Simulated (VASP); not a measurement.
Write an ASE script for VASP 6.6.1 that does the following.

* Task: single point
* Functional: PBE
* Potentials or basis: VASP PAW PBE potentials, release 64 (Sr_sv)
* Cutoff: 520 eV
* k mesh: 8 × 8 × 8
* Occupations: gaussian, width 0.1 eV
* Spin: no spin polarisation
* Further INCAR settings: ALGO = Normal; EDIFF = 1.00e-06; NBANDS = 11

Crystal: Sr.

```
CELL_PARAMETERS angstrom
-2.43500 2.43500 2.43500
2.43500 -2.43500 2.43500
2.43500 2.43500 -2.43500
ATOMIC_POSITIONS crystal
Sr 0.00000 0.00000 0.00000
```

This isn't the form of Sr at room conditions, which is fcc.

One way to write it, as run:

run.py

```python
from ase import Atoms
from ase.calculators.vasp import Vasp
from ase.dft.bandgap import bandgap

atoms = Atoms(
    ['Sr'],
    cell=[[-2.435, 2.435, 2.435], [2.435, -2.435, 2.435], [2.435, 2.435, -2.435]],
    scaled_positions=[[0.0, 0.0, 0.0]],
    pbc=True,
)
calc = Vasp(
    directory='calc',
    xc='pbe',
    pp='PBE',
    setups='materialsproject',
    prec='Accurate',
    encut=520,
    ediff=1e-06,
    ismear=0,
    sigma=0.1,
    lreal=False,
    lasph=True,
    nelm=100,
    algo='Normal',
    isif=2,
    lwave=False,
    lcharg=True,
    lelf=True,
    lvhar=True,
    kpts=[8, 8, 8],
    gamma=True,
    nbands=11,
)
atoms.calc = calc

print('energy (eV):', atoms.get_potential_energy())
print('free energy (eV):', atoms.get_potential_energy(force_consistent=True))
print('forces (eV/A):')
print(atoms.get_forces())
print('stress (eV/A^3, Voigt):', atoms.get_stress())
print('Fermi level (eV):', calc.get_fermi_level())
gap, top, bottom = bandgap(calc)
print('band gap (eV):', gap, 'from (spin, k, band)', top, 'to', bottom)
```

Potentials or basis: VASP PAW PBE potentials, release 64 (Sr_sv).

The run is started by

```bash
$ python run.py
```

It gave:

The pressure is -0.7 GPa and the band gap on the k mesh is none (metal or under the smearing width).

It took 22 s on 1 thread of AMD EPYC 7R43 64-Core Processor (Zen 3), on a shared host, peak memory 0.14 GiB.
